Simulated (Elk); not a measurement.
An input for Elk 11.2.3 (patched build) (AlP (F-43m)):

```
tasks
  185
  186
  187

xctype
  20

rgkmax
  8.5

gmaxvr
  18.0

lmaxapw
  10

lmaxo
  8

nxlo
  2

lorbcnd
  .true.

autolinengy
  .true.

tshift
  .false.

ngridk
  6 6 6

vkloff
  0.05 0.15 0.25

nempty
  10

swidth
  0.00551

scissor
  0.03585

gmaxrf
  2.5

wplot
  266 100 0
  0.0 0.4895

optcomp
  1 1
  2 2
  3 3

nvbse
  2

ncbse
  2

sppath
  './'

avec
  -0.0000000000 5.1504485527 5.1504485527
  5.1504485527 -0.0000000000 5.1504485527
  5.1504485527 5.1504485527 -0.0000000000

atoms
  2
  'Al.in'
  1
  0.0000000000 0.0000000000 0.0000000000
  'P.in'
  1
  0.2500000000 0.2500000000 0.2500000000
```

The database entry behind the starting cell differs from later determinations by our own check (0.1 to 0.3 % short, probably kX units), so it need not match the best structure at ambient conditions.

```sh
OMP_NUM_THREADS=4 elk > log
```

Q: Estimate wall time and host memory on 4 threads of Arm Neoverse V2, shared host.

It took 3.6 min; on shared hardware allow 1.8 min to 7.2 min. Peak host memory was 0.15 GiB.

The kernel grows as the square of the matrix size, and full diagonalisation as its cube.

[Paths, hosts, dates, memory and timing lines, banners, echoed tables and standing remarks are left out of the program output.]

[Logs are printed without paths, hosts, clocks, repeated set-up lines and the standing remarks that a program may print on its own settings, such as how far it seeks lower states.]

[Runs of the session that timed out or met a known fault of the program may be left out.]

[Hosts, paths, dates, database ids (printed as entryN), source tags and the programs' standing remarks are cut or masked in the printed files.]
